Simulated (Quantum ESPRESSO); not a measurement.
**Cost against accuracy: K_POINTS for LiI (Fm-3m, 2 atoms in the cell)**

```yaml
crystal:
  lattice:
    - [0.00000, 2.98179, 2.98179]
    - [2.98179, 0.00000, 2.98179]
    - [2.98179, 2.98179, 0.00000]
  atoms:
    - { symbol: Li, position: [0.00000, 0.00000, 0.00000] }
    - { symbol: I, position: [0.50000, 0.50000, 0.50000] }
```

Method of the run: PBE, PseudoDojo standard norm-conserving (PBE) pseudopotentials (plane waves; Quantum ESPRESSO 7.5).

Base settings: ecutwfc = 75 Ry; occupations = smearing; smearing = fd; degauss = 0.0036749 Ry; potentials = {Li: Li.upf, I: I.upf}; K_POINTS = automatic 8 8 8 0 0 0; conv_thr = 1e-10 Ry; mixing_beta = 0.4.

Misses are taken against the tightest run, automatic 23 23 23 0 0 0, which need not be fully converged itself. The energy is the free energy per atom.

The count of work is k-points × plane waves × bands × iterations; it is no time, and leaves out set-up, grids and terms that scale otherwise. Core times come from one kind of shared machine and are given to one figure; runs under 30 s give none.

The starting cell comes from a database of computed structures (which also holds hypothetical and non-ambient phases and stackings), without a prior relaxation at this level. Its lattice was rescaled by a random factor within 2.5 % of one.

The runs (K_POINTS): automatic 1 1 1 0 0 0 | automatic 2 2 2 0 0 0 | automatic 3 3 3 0 0 0 | automatic 4 4 4 0 0 0 | automatic 5 5 5 0 0 0 | automatic 7 7 7 0 0 0 | automatic 8 8 8 0 0 0 | automatic 9 9 9 0 0 0 | automatic 11 11 11 0 0 0 | automatic 13 13 13 0 0 0 | automatic 15 15 15 0 0 0 | automatic 19 19 19 0 0 0 | automatic 23 23 23 0 0 0.

### Question
Which is the coarsest setting among those run that, with all tighter ones, holds the energy within 10 meV/atom of the reference, and what does it save?

### Answer
automatic 4 4 4 0 0 0, off by 9.0 meV/atom; it needs 0.025 of the reference's count of work.

### Question
Which is the coarsest setting among those run that, with all tighter ones, holds the energy within 0.5 meV/atom of the reference, and what does it save?

### Answer
automatic 7 7 7 0 0 0, off by 0.08 meV/atom; it needs 0.055 of the reference's count of work.

### Question
What does the step from automatic 4 4 4 0 0 0 to automatic 7 7 7 0 0 0 buy?

### Answer
It takes the miss in the energy from 9.0 to 0.08 meV/atom, for 2.2 times the count of work.

| K_POINTS | energy less reference (meV/atom) | pressure less reference (GPa) | count of work / reference | core time / reference (rough) |
|---|---|---|---|---|
| automatic 1 1 1 0 0 0 | 3823.14 | 33.90 | 0.0033 | – |
| automatic 2 2 2 0 0 0 | 393.96 | 5.12 | 0.0092 | – |
| automatic 3 3 3 0 0 0 | 52.65 | 0.92 | 0.011 | – |
| automatic 4 4 4 0 0 0 | 8.98 | 0.20 | 0.025 | – |
| automatic 5 5 5 0 0 0 | 1.73 | 0.05 | 0.027 | – |
| automatic 7 7 7 0 0 0 | 0.08 | 0.00 | 0.055 | – |
| automatic 8 8 8 0 0 0 | 0.02 | 0.00 | 0.080 | – |
| automatic 9 9 9 0 0 0 | 0.00 | 0.00 | 0.096 | – |
| automatic 11 11 11 0 0 0 | 0.00 | 0.00 | 0.15 | – |
| automatic 13 13 13 0 0 0 | 0.00 | 0.00 | 0.23 | 0.2 |
| automatic 15 15 15 0 0 0 | 0.00 | 0.00 | 0.33 | 0.3 |
| automatic 19 19 19 0 0 0 | 0.00 | 0.00 | 0.60 | 0.6 |
| automatic 23 23 23 0 0 0 | 0.00 | 0.00 | 1.0 | 1 |
